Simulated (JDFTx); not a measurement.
The system is SiC (Moissanite).

```xyz
4
Lattice="3.0760 0.0000 0.0000 -1.5380 2.6639 0.0000 0.0000 0.0000 5.0480" Properties=species:S:1:pos:R:3 pbc="T T T"
Si    1.5380    0.8880    2.5240
Si    0.0000    1.7759    0.0000
C     1.5380    0.8880    4.4675
C     0.0000    1.7759    1.9435
```

Program: JDFTx 1.7.0 (patched build). Alike in all runs: task single point; no spin polarisation; cell as given; k mesh 10 × 10 × 5; cutoff (eV) 1116.

Question: Order these runs on this cell by their band gap on the k mesh, lowest first.
A. level BLYP; potentials or basis PseudoDojo-SR-PBE-0.5-standard with smoothed tails; smearing gaussian 0.05 eV
B. level PBE; potentials or basis PseudoDojo-SR-PBE-0.5-standard with smoothed tails; smearing fermi-dirac 0.05 eV
C. level PBEsol; potentials or basis PseudoDojo-SR-PBEsol-0.4.1-standard with smoothed tails; smearing fermi-dirac 0.05 eV

Answer: C (2.33 eV), B (2.49 eV), A (2.82 eV).

Caveats: the empty levels aren't tightly converged; an odd mesh through Γ misses points on the zone boundary, where band edges often lie.
